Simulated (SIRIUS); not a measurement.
KCl under changes of volume

One of the cells (28.860 Å³/atom); the others are scaled copies at fixed shape and fractional positions:

```
K Cl
1.0
     3.86462    0.00000    0.00000
     0.00000    3.86462    0.00000
     0.00000    0.00000    3.86462
K Cl
1 1
Direct
  0.00000 0.00000 0.00000
  0.50000 0.50000 0.50000
```

Measurements of this composition are mostly on another form, of space group No. 225.

* Program: SIRIUS 7.12.0
* Functional: PBEsol
* Potentials or basis: all-electron FP-LAPW
* Cutoff: 158 eV
* Basis: apw+lo standard
* k mesh: 7 × 7 × 7
* Occupations: fermi-dirac, width 0.05 eV
* Spin: no spin polarisation

```tsv
volume (Å³/atom)	energy over the lowest point (meV/atom)	gap on the mesh (eV)
26.596	0.00	4.91
27.162	1.94	4.81
27.728	?	?
28.860	15.68	4.57
29.426	22.03	4.50
29.991	29.33	4.43
```

Problem. What does the run at 27.728 Å³/atom give?

Solution. Energy over the lowest point 5.36 meV/atom; gap on the mesh 4.73 eV.

Worked out: A Birch-Murnaghan fit of order 3 (a polynomial in V^(-2/3)) to the other rows has its minimum at 26.22 Å³/atom, just outside them, with B0 = V·E''(V) = 25 GPa and B' = 6.4. It gives 5.37 meV/atom at 27.728 Å³/atom, against the run's 5.36. A straight line through the other rows of the gap, of slope -3.97 eV per unit of ln V, gives 4.74 eV, against the run's 4.73.

Energies are extrapolated to zero smearing.

Caveats: an odd mesh through Γ misses points on the zone boundary, where band edges often lie.
